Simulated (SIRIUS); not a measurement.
Ag in SIRIUS: the effect of functional

Crystal: Ag.

```
Ag
1.0
     2.92424   -0.01024   -0.02064
    -1.47099    2.54752   -0.00233
    -0.03374   -0.02387    4.79007
Ag
2
Direct
  0.34151 0.66995 0.25099
  0.65849 0.33005 0.74901
```

This isn't the form of Ag at room conditions, which is fcc.

Alike in all runs:

```yaml
Program: SIRIUS 7.10.0
Task: single point
Potentials_or_basis: PseudoDojo 0.4.1 PBE standard (scalar relativistic)
Cutoff: 1127 eV
Density_cutoff: 4507 eV
k_mesh: 4 × 4 × 3
Occupations: fermi-dirac, width 0.05 eV
Spin: no spin polarisation
```

```csv
functional,pressure (GPa)
LDA,-8.6
PBE,2.4
PBEsol,-4.3
RPBE,6.3
revPBE,5.2
BLYP,9.2
PW91,2.2
AM05,-4.0
XLYP,?
HLE16,-6.2
LDA-VWN,-8.6
```

Q: What does the run with functional XLYP give?

A: Pressure 10.5 GPa.

Caveats: all runs use coarse meshes; the potentials were made for another functional, which shifts forces and pressure (some runs); the potentials were made for a functional far from this one (some runs).
